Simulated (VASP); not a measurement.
**LiF (Griceite): relaxation of the atoms with PBE**

LiF (Griceite):

```
CELL_PARAMETERS angstrom
0.00000 2.06517 2.06517
2.06517 0.00000 2.06517
2.06517 2.06517 0.00000
ATOMIC_POSITIONS crystal
Li 0.00000 0.00000 0.00000
F 0.50000 0.50000 0.50000
```

The cell isn't the ideal one: a relaxed cell with its volume scaled by 1.06.

```json
{
 "Program": "VASP 6.6.1",
 "Task": "relaxation of the atoms",
 "Functional": "PBE",
 "Potentials or basis": "VASP PAW PBE potentials, release 64 (Li_sv, F)",
 "Cutoff": "600 eV",
 "k mesh": "12 × 12 × 12",
 "Occupations": "gaussian, width 0.03 eV",
 "Spin": "no spin polarisation",
 "Further INCAR settings": "ALGO = Normal; EDIFF = 1e-07; IBRION = 2; EDIFFG = -0.01; NSW = 40"
}
```

```
Pressure after relaxing : -3.5 GPa
Band gap on the k mesh  : 8.45 eV, direct
```

Final structure:
```cif
data_structure
_symmetry_space_group_name_H-M 'P 1'
_symmetry_Int_Tables_number 1
_cell_length_a 2.9206
_cell_length_b 2.9206
_cell_length_c 2.9206
_cell_angle_alpha 60.000
_cell_angle_beta 60.000
_cell_angle_gamma 60.000
_cell_volume 17.62
loop_
_atom_site_label
_atom_site_type_symbol
_atom_site_fract_x
_atom_site_fract_y
_atom_site_fract_z
_atom_site_occupancy
Li1 Li 0.00000 0.00000 0.00000 1
F1 F 0.50000 0.50000 0.50000 1
```

Levels at points of the mesh, in eV from the valence-band top:
```csv
k point,band 1,band 2,band 3,band 4,band 5,band 6,band 7,band 8,band 9
"(0.00, 0.00, 0.00)",-41.10,-19.78,0.00,0.00,0.00,8.45,22.99,22.99,22.99
"(0.50, 0.00, 0.00)",-41.06,-19.40,-2.30,-0.20,-0.20,10.39,15.86,18.30,18.30
"(0.50, 0.50, 0.00)",-41.05,-19.18,-2.70,-0.89,-0.89,14.12,16.11,16.56,19.36
```

Wall time 5.2 s on 1 thread of Intel(R) Xeon(R) 6975P-C (Granite Rapids), on a shared host, peak memory 0.13 GiB.

Caveat: the cutoff is under 1.25 times the usual one of these potentials, so pressure, stress and relaxed cells hold a basis-set (Pulay) error; the relaxation stopped at its first step, so nothing moved. A k mesh can miss the band edges.
